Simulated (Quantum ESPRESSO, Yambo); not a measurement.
# AlAs (F-43m): dielectric function and energy loss, part 3 of 3

Wanted: the dielectric function of AlAs (F-43m), with cost.

Quantum ESPRESSO 7.5 and Yambo 5.3.0; PBE and many-body steps on it, plane waves.

So far. Step 11 (RPA response with local fields, broadening (6×6×6 mesh …): The static value is 10.03. Step 12 (Empty states on the mesh, 4×4×4 mesh, 51 bands): On this mesh the gap is 1.436 eV.

## Step 14: RPA response with local fields, k mesh (4×4×4 mesh, 51 bands, screening to 40.8 eV, broadening 0.2 eV)

This step: RPA response with local fields on PBE, plane waves, norm-conserving pseudopotentials.

optics10.in

```
optics
chi
dipoles
Chimod= "HARTREE"
% QpntsRXd
 1 | 1 |
%
% BndsRnXd
 1 | 51 |
%
NGsBlkXd= 3 Ry
% EnRngeXd
 0 | 30 | eV
%
% DmRngeXd
 0.2 | 0.2 | eV
%
ETStpsXd= 301
% LongDrXd
 1 | 0 | 0 |
%
```

The run is started by

```console
OMP_NUM_THREADS=1 mpirun -n 4 yambo -F optics10.in -J optics10 -C optics10 > optics10.log
```

Output:

```text
 Yambo, version 5.3.0

 [02] CORE Variables Setup
 =========================

  [... cell, symmetries and grids as in the set-up ...]

  [02.05] Energies & Occupations
  ==============================

  [X] === General ===
  [X] Electronic Temperature                        :  0.000000  0.000000 [eV K]
  [X] Bosonic    Temperature                        :  0.000000  0.000000 [eV K]
  [X] Finite Temperature mode                       : no
  [X] El. density                                   :  0.39692E+24 [cm-3]
[...]
rlu = crystal or reduced units; cc = cartesian coordinates; iku = interal k-units

 Q [1]          [rlu]:  0.000000  0.000000  0.000000
 Q [2]          [rlu]:  0.81056E-17  0.81056E-17  0.25000
 Q [3]          [rlu]: -0.16211E-16 -0.16211E-16 -0.50000
[...]
Q [7]          [rlu]:  0.19445E-16 -0.50000     -0.50000
 Q [8]          [rlu]:  0.250000 -0.500000 -0.250000

 [04] Dipoles
 ============

  [04.01] Setup: observables and procedures
  =========================================

  [WARNING] [r,Vnl^pseudo] included in position and velocity dipoles.

  [WARNING] In case H contains other non local terms, these are neglected

 [05] Optics
 ===========

 [08] Game Over & Game summary
```

Elapsed: 3.5 s, on 4 MPI ranks of Arm Neoverse V1, shared host; peak memory 1.1 GiB.

This step gave:

```yaml
eps_at_zero_frequency: 14.25
the_same_without_local_fields: 15.87
loss_peak: 16.4 eV
```

The static value is 14.25.

The ε₂ has structure finer than the step of the table below, so its rows give means over 0.5 eV, whole bins alone (the curve runs from 0 to 30 eV). Peaks (eV: height): HARTREE 3.10: 33.4, 4.30: 41.4, 5.50: 15.6; no local fields 3.10: 35.8, 4.20: 47.8, 5.40: 16.7.

Broadening 0.2 eV; field along x. ε₂ against energy; means over each step:

```
energy (eV)  HARTREE  no local fields
        0.5    0.802            0.939
        1.0     1.09             1.26
        1.5     2.28             2.62
        2.0     7.90             8.70
        2.5     7.26             8.66
        3.0     24.4             27.8
        3.5     15.2             17.2
        4.0     23.8             32.8
        4.5     26.8             25.6
        5.0     9.81             11.0
        5.5     12.7             12.9
        6.0     4.52             3.89
        6.5     2.46             2.61
        7.0     2.37             2.60
        7.5     1.57             2.27
        8.0     2.11             2.96
        8.5     2.59             4.23
        9.0     4.34             4.08
        9.5     3.18             1.97
       10.0     1.92             1.26
       10.5     1.38            0.876
       11.0    0.774            0.583
       11.5    0.836            0.734
       12.0    0.657            0.496
       12.5    0.477            0.417
       13.0    0.599            0.546
       13.5    0.389            0.274
       14.0    0.238            0.211
       14.5    0.239            0.292
       15.0    0.346            0.385
       15.5    0.313            0.358
       16.0    0.298            0.286
       16.5    0.260            0.249
       17.0    0.288            0.213
       17.5    0.262            0.179
       18.0    0.222            0.246
       18.5    0.305            0.253
       19.0    0.288            0.163
       19.5    0.177            0.103
       20.0    0.157            0.122
       20.5    0.149            0.113
       21.0    0.130            0.121
       21.5    0.145            0.103
       22.0    0.105           0.0922
       22.5    0.131            0.107
       23.0    0.112           0.0949
       23.5    0.133           0.0884
       24.0    0.114           0.0576
       24.5   0.0951           0.0684
       25.0    0.106           0.0603
       25.5   0.0892           0.0597
       26.0    0.110           0.0555
       26.5   0.0800           0.0439
       27.0   0.0872           0.0621
       27.5    0.110           0.0469
       28.0   0.0631           0.0385
       28.5   0.0717           0.0447
       29.0   0.0570           0.0365
       29.5   0.0512           0.0334
```

## Step 15: The runs together

Times are wall times on 4 MPI ranks of Arm Neoverse V1, shared host, good to a factor of about two.

```
                                                                                                               run   ε(0)  without local fields  loss peak (eV)   time
                                                                                    RPA response with local fields  10.16                 11.44           16.40   37 s
                                                                                     independent-particle response  11.44                     -           16.40  2.5 s
                                                                  RPA response with local fields, scissors 1.07 eV   8.33                  9.27           17.60  4.8 s
                                                               TDDFT response, long-range kernel, scissors 1.07 eV   9.53                  9.27           17.60  4.7 s
RPA response with local fields, local-field cutoff (6×6×6 mesh, 51 bands, screening to 13.6 eV, broadening 0.2 eV)  10.65                 11.44           15.90  3.2 s
RPA response with local fields, local-field cutoff (6×6×6 mesh, 51 bands, screening to 81.6 eV, broadening 0.2 eV)  10.07                 11.44           16.40   12 s
       RPA response with local fields, fewer bands (6×6×6 mesh, 17 bands, screening to 40.8 eV, broadening 0.2 eV)  10.09                 11.39           19.30  2.9 s
        RPA response with local fields, broadening (6×6×6 mesh, 51 bands, screening to 40.8 eV, broadening 0.5 eV)  10.03                 11.28           16.00  5.6 s
            RPA response with local fields, k mesh (4×4×4 mesh, 51 bands, screening to 40.8 eV, broadening 0.2 eV)  14.25                 15.87           16.40  3.5 s
```

The first run by momentum transfer (q is the index in the program's list of mesh points):

```csv
q index,ε(0),loss peak (eV)
2,6.28,15.6
3,3.98,17.0
4,2.75,21.4
```

## Step 16: Outcome

| Item | Value |
| --- | --- |
| RPA response with local fields | ε(0) 10.16 |
| independent-particle response | ε(0) 11.44 |
| scissors 1.07 eV | ε(0) 8.33 |
| TDDFT response, long-range kernel, scissors 1.07 eV | ε(0) 9.53 |
| local-field cutoff (6×6×6 mesh, 51 bands, screening to 13.6 eV, broadening 0.2 eV) | ε(0) 10.65 |
| local-field cutoff (6×6×6 mesh, 51 bands, screening to 81.6 eV, broadening 0.2 eV) | ε(0) 10.07 |
| fewer bands (6×6×6 mesh, 17 bands, screening to 40.8 eV, broadening 0.2 eV) | ε(0) 10.09 |
| broadening (6×6×6 mesh, 51 bands, screening to 40.8 eV, broadening 0.5 eV) | ε(0) 10.03 |

What this shows: In the optical limit the electronic ε(0) is 10.16, against 11.44 without local fields. The loss function is ragged on such meshes, so its highest point can hop between humps. At the last q listed ε(0) has fallen to 2.75 and the loss peak moves from 16.4 eV to 21.4 eV. Independent-particle response: ε(0) = 11.44. RPA response with local fields, scissors 1.07 eV: ε(0) = 8.33. TDDFT response, long-range kernel, scissors 1.07 eV: ε(0) = 9.53. RPA response with local fields, local-field cutoff (6×6×6 mesh, 51 bands, screening to 13.6 eV, broadening 0.2 eV): ε(0) = 10.65. RPA response with local fields, local-field cutoff (6×6×6 mesh, 51 bands, screening to 81.6 eV, broadening 0.2 eV): ε(0) = 10.07. RPA response with local fields, fewer bands (6×6×6 mesh, 17 bands, screening to 40.8 eV, broadening 0.2 eV): ε(0) = 10.09. RPA response with local fields, broadening (6×6×6 mesh, 51 bands, screening to 40.8 eV, broadening 0.5 eV): ε(0) = 10.03. RPA response with local fields, k mesh (4×4×4 mesh, 51 bands, screening to 40.8 eV, broadening 0.2 eV): ε(0) = 14.25. The first run's time covers all its momentum transfers. ε(0) converges slowly with a Γ-centred mesh, and this one is not shown settled. Unless a shift is named, the levels are those of the density functional, and only a kernel with a long-range part can bind an exciton.

[Paths, hosts, dates, memory and timing lines, banners, echoed tables and standing remarks are left out of the program output.]

[Logs are printed without paths, hosts, clocks, repeated set-up lines and the standing remarks that a program may print on its own settings, such as how far it seeks lower states.]

[Runs of the session that timed out or met a known fault of the program may be left out.]

[Hosts, paths, dates, database ids (printed as entryN), source tags and the programs' standing remarks are cut or masked in the printed files.]
